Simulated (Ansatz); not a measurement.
Ta:

```xyz
1
Lattice="-1.6513 1.6513 1.6513 1.6513 -1.6513 1.6513 1.6513 1.6513 -1.6513" Properties=species:S:1:pos:R:3 pbc="T T T"
Ta    0.0000    0.0000    0.0000
```

```yaml
Program: Ansatz 0.2.0
Task: relaxation of cell and atoms
Functional: revPBE
Potentials_or_basis: Ansatz PAW
Cutoff: "420 eV (not typed: the program's choice for these potentials)"
k_mesh: 11 × 11 × 11
Occupations: fermi-dirac, width 0.05 eV
Spin: no spin polarisation
```

At the start: volume 18.01 Å³/atom.

Question: How do energy, volume and symmetry change on relaxing?

Answer: It ends after 4 steps and the volume is 18.48 Å³/atom (+2.6 %); space group Im-3m (No. 229, to 0.05 Å).

The path:
| step | energy change (eV) | largest force (eV/Å) | volume (Å³) |
| --- | --- | --- | --- |
| 1 | 0.0000 | 0.0000 | 18.01 |
| 2 | -0.0071 | 0.0000 | 18.53 |
| 3 | -0.0072 | 0.0000 | 18.48 |
| 4 | -0.0074 | 0.0000 | 18.48 |

Final structure:
```
Ta
1.0
    -1.66555    1.66555    1.66555
     1.66555   -1.66555    1.66555
     1.66555    1.66555   -1.66555
Ta
1
Direct
  0.00000 0.00000 0.00000
```

Caveat: the plane-wave basis is chosen anew once the cell has moved, so the energies of steps on either side of that aren't comparable; the PAW data sets come from PBE, with cores solved anew for the run's functional, which leaves a small shift of forces and pressure.
